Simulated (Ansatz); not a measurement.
## Squeezing and stretching ZrN

Reference cell: a structure deposited in the COD, whose atoms a relaxation with PBE at fixed cell left in place.

```
CELL_PARAMETERS angstrom
0.00000 2.28423 2.28423
2.28423 0.00000 2.28423
2.28423 2.28423 0.00000
ATOMIC_POSITIONS crystal
Zr 0.00000 0.00000 0.00000
N 0.50000 0.50000 0.50000
```

Atoms are numbered from 1 in the order listed; like atoms form one site, named after its first atom.

All values are calculated (Ansatz; DFT, PBE, plane waves and PAW, scalar-relativistic, 420 eV cutoff, Γ-centred 18×18×18 k-points, Fermi–Dirac smearing 0.05 eV), not measured.

The cell is scaled uniformly, and the ions relax again at each size.

```
V/V₀  pressure (GPa)
0.94            23.4
0.96            16.4
0.98            10.1
1.00             4.5
1.02            -0.6
1.04               ?
1.06            -9.4
```

(1) Estimate the row at V/V₀ = 1.04, the equilibrium volume and the bulk modulus.

Answers

(1) pressure (GPa): -5.2. Worked: a parabola in ln(V/V₀) through the other 6 rows gives -5.3 GPa there. It crosses zero pressure at V/V₀ = 1.017, the equilibrium volume of this functional, where the bulk modulus is B = −dP/d ln V = 251 GPa.
